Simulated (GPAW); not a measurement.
PtS2:

```xyz
3
Lattice="3.5432 0.0000 0.0000 -1.7716 3.0685 0.0000 0.0000 0.0000 5.0388" Properties=species:S:1:pos:R:3 pbc="T T T"
Pt    0.0000    0.0000    0.0000
S     1.7716    1.0228    3.8950
S     0.0000    2.0457    1.1438
```

| Property | Result |
| --- | --- |
| Program | GPAW 26.7.0 |
| Task | single point |
| Functional | PBEsol |
| Potentials or basis | PAW data sets generated in the run's folder for this functional |
| Cutoff | 600 eV |
| Basis | pw |
| k mesh | 9 × 9 × 5 |
| Occupations | fermi-dirac, width 0.05 eV |
| Spin | no spin polarisation |

On this cell: pressure 6.4 GPa; largest force 0.969 eV/Å; band gap on the k mesh 0.93 eV, indirect (least direct gap 0.97 eV).

The same run follows on a disturbed copy (atoms moved at random, drawn with an rms of 0.05 Å):

```
CELL_PARAMETERS angstrom
3.54320 0.00000 0.00000
-1.77160 3.06850 0.00000
0.00000 0.00000 5.03880
ATOMIC_POSITIONS crystal
Pt 0.99943 0.99349 0.01005
S 0.66718 0.33107 0.77169
S 0.33506 0.67148 0.23435
```

Task: What does the disturbed cell give?

Result: The energy moves by -5.1 meV/atom; pressure 4.6 GPa; largest force 1.117 eV/Å; band gap on the k mesh 0.80 eV, indirect (least direct gap 0.93 eV).

Forces on the atoms (eV/Å):
```
Pt  -0.161  0.458 -0.724
S    0.020 -0.085 -0.320
S    0.141 -0.372  1.044
```

Stress tensor (GPa, compression positive):
```
 5.44 -0.23  0.38
-0.23  4.35 -0.87
 0.38 -0.87  4.01
```

Caveats: spin-orbit coupling is left out, which moves the levels of the heavy elements; an odd mesh through Γ misses points on the zone boundary, where band edges often lie.
